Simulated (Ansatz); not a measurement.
# P: the cost of one run

Method: DFT PBEsol, scalar-relativistic, plane waves, PAW, in Ansatz 0.2.0.

1 further run of the same task is left out (set aside as unsound or not needed).

## 1. The structure to begin with

Symmetry: P6_3/mmc, No. 194, hexagonal system. Conventional cell: a = 4.539 Å, b = 4.539 Å, c = 11.829 Å, α = 90.00°, β = 90.00°, γ = 120.00°.

As a file:

```
CELL_PARAMETERS angstrom
4.53900 0.00000 0.00000
-2.26950 3.93089 0.00000
0.00000 0.00000 11.82900
ATOMIC_POSITIONS crystal
Bi 0.33333 0.66667 0.25000
Bi 0.66667 0.33333 0.75000
```

The structure comes from the Crystallography Open Database.

## 2. One element swapped, cell strained: Bi → P, first probe

Against the listed cell: P takes all sites of Bi, and lengths are scaled by 0.834 as a first guess of the size; strain xx, yy, zz, yz, xz, xy = -2.1, -2.1, -2.1, +0.0, +0.0, +0.0 %.

File input.yaml:

```yaml
crystal:
  lattice:
    - [3.7038205029, 0.0, 0.0]
    - [-1.8519102515, 3.2076026467, 0.0]
    - [0.0, 0.0, 9.6524542491]
  atoms:
    - { symbol: P, position: [0.3333333333, 0.6666666667, 0.25] }
    - { symbol: P, position: [0.6666666667, 0.3333333333, 0.75] }
basis:
  ecutwfc: 420
kpoints:
  mp_grid: { grid: [6, 6, 2] }
hamiltonian:
  xc: pbesol
scf:
  occupations: { method: gaussian, width: 0.1 }
output:
  forces: true
  stress: true
  eigenvalues: true
```

Run with:

```sh
$ ansatz run input.yaml --threads 1 --pin off --max-ram 1331MiB --backend cpu --events-out ev --progress --plain --runs-dir out
```

What time and memory should one allow on 1 thread of an x86-64 CPU, shared host?

About 2.4 s, with a peak of 0.33 GiB.
